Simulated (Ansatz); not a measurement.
Crystal: Ir.

```
Ir
1.0
     0.00000    1.91560    1.91560
     1.91560    0.00000    1.91560
     1.91560    1.91560    0.00000
Ir
1
Direct
  0.00000 0.00000 0.00000
```

Base run:

```yaml
Program: Ansatz 0.2.0
Functional: LDA
Potentials_or_basis: Ansatz PAW
Cutoff: 420 eV
Density_cutoff: 1680 eV
k_mesh: 12 × 12 × 12
Occupations: fermi-dirac, width 0.05 eV
Spin: no spin polarisation
```

Its results: band gap on the k mesh none (metal or under the smearing width); pressure -6.6 GPa.

Problem. The run is repeated on the same cell with these changes: functional from LDA to revPBE; hubbard terms from none to Ir d U = 5.3 eV; hubbard projectors from none to ortho-atomic (the default). What comes out?

Solution. Band gap on the k mesh none (metal or under the smearing width); pressure 13.5 GPa.

Several settings changed at once, so the effect can't be laid on one alone.

Caveats: the PAW data sets come from PBE, with cores solved anew for the run's functional, which leaves a small shift of forces and pressure; the potentials were made for another functional, which shifts forces and pressure (some runs); U without spin polarisation on a metal has little footing (some runs); the U is typed as a test and isn't derived for this compound (some runs).

Not every run made on this cell is shown here.
